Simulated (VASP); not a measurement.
The system is Si.

```
Si
1.0
     4.12095    0.00000    0.00000
    -2.06047    3.56885    0.00000
     0.00000    0.00000    2.65479
Si
2
Direct
  0.33333 0.66667 0.50000
  0.66667 0.33333 0.50000
```

The cell was built by a generator and needn't be a form met in nature.

```yaml
Program: VASP 6.6.1
Task: relaxation of cell and atoms
Functional: vdW-DF2
Potentials_or_basis: VASP PAW PBE potentials, release 64 (Si)
Cutoff: 600 eV
k_mesh: 8 × 8 × 10
Occupations: fermi-dirac, width 0.05 eV
Spin: no spin polarisation
```

At the start: pressure 5.0 GPa; volume 19.52 Å³/atom.

**Question.** How do energy, volume and symmetry change on relaxing?

**Answer.** Over 6 steps the energy falls by 22.2 meV/atom and the volume is 21.00 Å³/atom (+7.6 %); space group P6/mmm (No. 191, to 0.05 Å).

Step by step:
```tsv
step	energy change (eV)	largest force (eV/Å)	pressure (GPa)	volume (Å³)
1	0.0000	0.0005	5.04	39.04
2	-0.0426	0.0003	-0.91	42.62
3	-0.0444	0.0002	-0.02	41.96
4	-0.0444	0.0002	-0.11	42.02
5	-0.0445	0.0001	-0.04	42.00
6	-0.0445	0.0001	-0.06	42.01
```

Final structure:
```
CELL_PARAMETERS angstrom
4.20589 0.00005 0.00000
-2.10289 3.64244 0.00000
0.00000 0.00000 2.74188
ATOMIC_POSITIONS crystal
Si 0.33333 0.66667 0.50000
Si 0.66667 0.33333 0.50000
```

Caveat: the PAW data sets were made with another functional, which shifts forces and pressure a little.
